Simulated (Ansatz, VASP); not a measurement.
**MgS: VASP beside Ansatz**

```
Mg S
1.0
     0.00000    2.56649    2.56649
     2.56649    0.00000    2.56649
     2.56649    2.56649    0.00000
Mg S
1 1
Direct
  0.00000 0.00000 0.00000
  0.50000 0.50000 0.50000
```

Change from the starting cell: functional lda, volume scaled by 0.96, PAW files.

Alike in both runs: task electric field gradients; functional LDA; k mesh 10 × 10 × 10; occupations fermi-dirac, width 0.03 eV; no spin polarisation.

|  | VASP | Ansatz |
| --- | --- | --- |
| version | VASP 6.6.1 | Ansatz 0.2.0 |
| potentials or method | VASP PAW LDA potentials, release 64 (Mg, S) | PAW with Ansatz's default frozen-core files, scalar-relativistic |
| plane-wave cutoff (eV) | 520 | 420 |
| valence electrons in the cell | 8 | 16 |

|  | VASP | Ansatz | Ansatz less VASP |
| --- | --- | --- | --- |
| gap on the k mesh at the Fermi level (eV) | 2.64 | 2.64 | -0.001 |
| pressure (GPa) | -0.8 | -0.2 | +0.59 |
| Vzz of the field gradient on the site that differs most (V/Å²) | 0.0 | 0.0 | 0.00 |

The two sets of potentials don't hold the same shells in valence.

A k mesh can miss the band edges.
